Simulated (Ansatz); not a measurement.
Pb: band structure with PBEsol

The system is Pb.

```xyz
2
Lattice="3.4800 0.0000 0.0000 -1.7400 3.0138 0.0000 0.0000 0.0000 5.5900" Properties=species:S:1:pos:R:3 pbc="T T T"
Pb    1.7400    1.0046    4.1925
Pb    0.0000    2.0092    1.3975
```

This isn't the form of Pb at room conditions, which is fcc.

```
Program                             : Ansatz 0.2.0
Task                                : band structure
Functional                          : PBEsol
Potentials or basis                 : Ansatz PAW
Cutoff                              : 420 eV (not typed: the program's choice for these potentials)
k mesh                              : 9 × 9 × 5
Occupations                         : fermi-dirac, width 0.05 eV
Spin                                : no spin polarisation
Path                                : [["G", "M", "K", "G", "A", "L", "H", "A"], ["L", "M"], ["K", "H"]]
Points for each segment of the path : 14
```

```
Pressure               : 1.1 GPa
Band gap on the k mesh : none (metal or under the smearing width)
```

Stress tensor (GPa, compression positive):
```
-0.21  0.00  0.00
 0.00 -0.21  0.00
 0.00  0.00  3.60
```

Levels at the corners of the path, in eV from the Fermi level:
```tsv
point	band 12	band 13	band 14	band 15	band 16	band 17
Γ	-7.97	-4.29	5.60	5.60	7.51	7.51
M	-7.13	-2.89	-1.41	-0.51	1.81	1.98
K	-7.29	-2.91	-0.44	-0.44	0.84	1.13
Γ	-7.97	-4.29	5.60	5.60	7.51	7.51
A	-10.67	1.05	1.05	6.51	6.51	6.51
L	-7.53	-3.81	-3.81	3.45	3.45	3.79
H	-6.99	-2.62	-2.62	-1.54	-1.54	5.27
A	-10.67	1.05	1.05	6.51	6.51	6.51
L	-7.53	-3.81	-3.81	3.45	3.45	3.79
M	-7.13	-2.89	-1.41	-0.51	1.81	1.98
K	-7.29	-2.91	-0.44	-0.44	0.84	1.13
H	-6.99	-2.62	-2.62	-1.54	-1.54	5.27
```

It took 2.3 s on 2 threads of Arm Neoverse V2, with other jobs on the host, peak memory 0.34 GiB.

Caveat: spin-orbit coupling is left out, which moves the levels of the heavy elements; the PAW data sets come from PBE, with cores solved anew for the run's functional, which leaves a small shift of forces and pressure.
